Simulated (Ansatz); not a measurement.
# InP (Fm-3m): a single-point run

Wanted: a converged single-point run for InP (Fm-3m), and a check of what comes out. The structure is shown as the input types it.

Method: DFT PBE, scalar-relativistic, plane waves, PAW, in Ansatz 0.2.0.

2 further runs of the same task are left out: 1 that didn't finish, 1 set aside as unsound or not needed. Runs told in other sessions of the task aren't counted.

## Step 1: The system as given

The structure is cubic, space group Fm-3m (No. 225). Conventional cell: a = 3.878 Å, b = 3.878 Å, c = 3.878 Å, α = 90.00°, β = 90.00°, γ = 90.00°. Around In (site symmetry m-3m) lie 6 P at 1.94 Å. P (site symmetry m-3m) has 6 In at 1.94 Å in its first shell of neighbours.

As a file:

```
CELL_PARAMETERS angstrom
0.00000 1.93896 1.93896
1.93896 0.00000 1.93896
1.93896 1.93896 0.00000
ATOMIC_POSITIONS crystal
In 0.00000 0.00000 0.00000
P 0.50000 0.50000 0.50000
```

## Step 2: Input and run

input.yaml reads:

```yaml
crystal:
  lattice:
    - [0.0, 1.9389637, 1.9389637]
    - [1.9389637, 0.0, 1.9389637]
    - [1.9389637, 1.9389637, 0.0]
  atoms:
    - { symbol: In, position: [0.0, 0.0, 0.0] }
    - { symbol: P, position: [0.5, 0.5, 0.5] }
basis:
  ecutwfc: 420
  ecutrho_ratio: 4
kpoints:
  mp_grid: { grid: [10, 10, 10] }
hamiltonian:
  xc: pbe
scf:
  occupations: { method: gaussian, width: 0.05 }
  max_iter: 80
output:
  forces: true
  stress: true
```

The run is started by

```bash
ansatz run input.yaml --threads 2 --pin off --max-ram 2662MiB --backend cpu --events-out ev --progress --plain --runs-dir out
```

**Question.** How will this run end, and is anything wrong with its input?

The program finished normally. It gives a pressure of 854 GPa, which is large; a structure far from rest gives such values too, whatever the setting.

The structure was scaled down until the atoms press into each other. The shortest distance in the input is 1.94 Å, between atoms 1 (In) and 2 (P).

What to do: restore the intended size.
